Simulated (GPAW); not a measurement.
Consider S on a P site in ZrCu2P2.

```cif
data_structure
_symmetry_space_group_name_H-M 'P 1'
_symmetry_Int_Tables_number 1
_cell_length_a 6.5769
_cell_length_b 6.5769
_cell_length_c 7.2300
_cell_angle_alpha 117.054
_cell_angle_beta 62.946
_cell_angle_gamma 120.000
_cell_volume 230.48
loop_
_atom_site_label
_atom_site_type_symbol
_atom_site_fract_x
_atom_site_fract_y
_atom_site_fract_z
_atom_site_occupancy
Zr1 Zr 0.99793 0.01142 0.00394 1
Zr2 Zr 0.34288 0.66874 0.00394 1
Zr3 Zr 0.65525 0.32378 0.00394 1
Cu4 Cu 0.21654 0.45013 0.35037 1
Cu5 Cu 0.54631 0.12035 0.36106 1
Cu6 Cu 0.88096 0.78570 0.35710 1
Cu7 Cu 0.46357 0.88704 0.63574 1
Cu8 Cu 0.77963 0.54560 0.63574 1
Cu9 Cu 0.12107 0.20310 0.63575 1
S10 S 0.08124 0.58543 0.75628 1
P11 P 0.41602 0.25065 0.75196 1
P12 P 0.74911 0.91756 0.75269 1
P13 P 0.58456 0.75028 0.25047 1
P14 P 0.91638 0.41809 0.25047 1
P15 P 0.24858 0.08210 0.25047 1
```

Absorber: atom 10, with 3 Cu at 2.37 Å, 1 Cu at 2.50 Å and 3 Zr at 2.73 Å (7-fold; the defect atom itself). Method: GPAW, PBE, excited-electron core hole (neutral cell), 15-atom cell with 6.6 Å between holes, 4×4×4 k points, dipole transitions, Gaussian full width 0.9 eV up to 4 eV, rising linearly to 3.5 eV at 25 eV.

Question: Predict the near-edge structure at the S K edge.

Main maxima up to 24 eV above the zero (height): 1.1 eV (1.19), 4.6 eV (1.91), 6.1 eV (1.66) and 15.0 eV (0.84). A K edge sees empty p states; the first features are S p mixed into the empty d states of the Zr neighbours, and the broad ones above probably into the cations' higher empty bands. The total-energy difference is 2467.11 eV. The functional leaves an error of a few eV in such absolute values.

The S K spectrum (energy from the lowest empty level; intensity scaled to a mean of 1 over the first 20 eV):

```csv
E (eV),isotropic,ε ∥ x,ε ∥ z
-2.00,0.00,0.00,0.00
-1.25,0.00,0.00,0.00
-0.50,0.11,0.10,0.13
0.25,0.72,0.76,0.64
1.00,1.18,1.21,1.11
1.75,0.99,0.89,1.19
2.50,1.00,0.94,1.12
3.25,1.16,1.18,1.13
4.00,1.49,1.51,1.46
4.75,1.89,2.00,1.67
5.50,1.62,1.77,1.31
6.25,1.64,1.89,1.16
7.00,1.31,1.32,1.29
7.75,1.01,0.97,1.10
8.50,0.98,0.97,1.01
9.25,0.92,0.94,0.89
10.00,0.80,0.80,0.80
10.75,0.77,0.74,0.84
11.50,0.80,0.75,0.90
12.25,0.82,0.78,0.90
13.00,0.79,0.77,0.83
13.75,0.79,0.80,0.78
14.50,0.83,0.84,0.80
15.25,0.83,0.86,0.79
16.00,0.80,0.84,0.73
16.75,0.78,0.81,0.70
17.50,0.76,0.79,0.71
18.25,0.74,0.74,0.74
19.00,0.71,0.69,0.76
19.75,0.69,0.67,0.75
20.50,0.69,0.68,0.72
21.25,0.69,0.69,0.69
22.00,0.70,0.71,0.69
22.75,0.72,0.72,0.71
23.50,0.73,0.73,0.73
24.25,0.76,0.77,0.75
25.00,0.83,0.84,0.80
```

The hole lies in one spin channel, while the script sums the empty states of both and takes the lower zero; where the two channels are split, this blurs and shifts the curve. The cell shows no gap over 0.35 eV; the host's own band filling, the defect's levels or the functional may be the cause. The starting moments shrank to 0.00 μB or less, so this is hardly a magnetic state. In so small a cell the defects form an ordered array, and no site is far from one. The mesh is coarse (0.29 Å⁻¹ between points), so small maxima may be mesh ripples. Lifetime broadening is put in by hand, and intensities beyond about 20 eV depend on it and on the partial waves; weight that the partial waves miss at high energy is lost.

[Banner, clock and machine lines of the logs are left out without a mark of their own.]

[Logs are printed without paths, hosts, clocks, repeated set-up lines and the standing remarks that a program may print on its own settings, such as how far it seeks lower states.]

[Hosts, paths, dates, database ids (printed as entryN), source tags and the programs' standing remarks are cut or masked in the printed files.]

[Lists of maxima count a maximum above −3 eV only where it reaches 4 % of the highest in the window and stands out from its surroundings by 2 % of it (1.5 % where it reaches 55 %); shoulders and weaker maxima are passed over, and of the rest the first, up to two pre-edge ones and the few strongest are named.]
